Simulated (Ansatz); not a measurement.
Au, DFT, PBE, all-electron LAPW, scalar-relativistic (Ansatz 0.2.0), run on 1 thread of Arm Neoverse V2 on a shared host.

The cell is COD entry 1545302, as deposited and not checked against the literature; nothing was relaxed. The listed cell was then made from it by scaling, straining or moving an atom.

Command: `ansatz run input.yaml --threads 1 --pin off --max-ram 3072MiB --backend cpu --events-out ev --progress --plain --runs-dir out`

```yaml
crystal:
  lattice:
    - [2.8407981581, 0.0, 0.0]
    - [-1.4203990791, 2.460203372, 0.0]
    - [0.0, 0.0, 4.7803802105]
  atoms:
    - { symbol: Au, position: [0.3333333333, 0.6666666667, 0.75] }
    - { symbol: Au, position: [0.6666666667, 0.3333333333, 0.25] }
kpoints:
  mp_grid: { grid: [14, 14, 8] }
  band_path:
    path:
      - [0.0, 0.0, 0.0]
      - [0.5, 0.0, 0.0]
      - [0.3333333333, 0.3333333333, 0.0]
      - [0.0, 0.0, 0.0]
      - [0.0, 0.0, 0.5]
      - [0.5, 0.0, 0.5]
      - [0.3333333333, 0.3333333333, 0.5]
      - [0.0, 0.0, 0.5]
      - [0.5, 0.0, 0.5]
    npoints: 5
scf:
  occupations: { method: fermi_dirac, width: 0.03 }
hamiltonian:
  xc: pbe
  pseudopotentials: { kind: all_electron, lapw: { basis_error: 0.0005 } }
output:
  forces: true
  stress: true
  eigenvalues: true
```

Task: How large is the problem that the program sets up?

Result: 120 irreducible k-points, 337 plane waves at Γ, 52 bands.

Task: Estimate the wall time and the peak memory.

Result: 61 s of wall time for 7 SCF iterations, with a peak of 0.64 GiB. Times on shared machines scatter by tens of per cent.
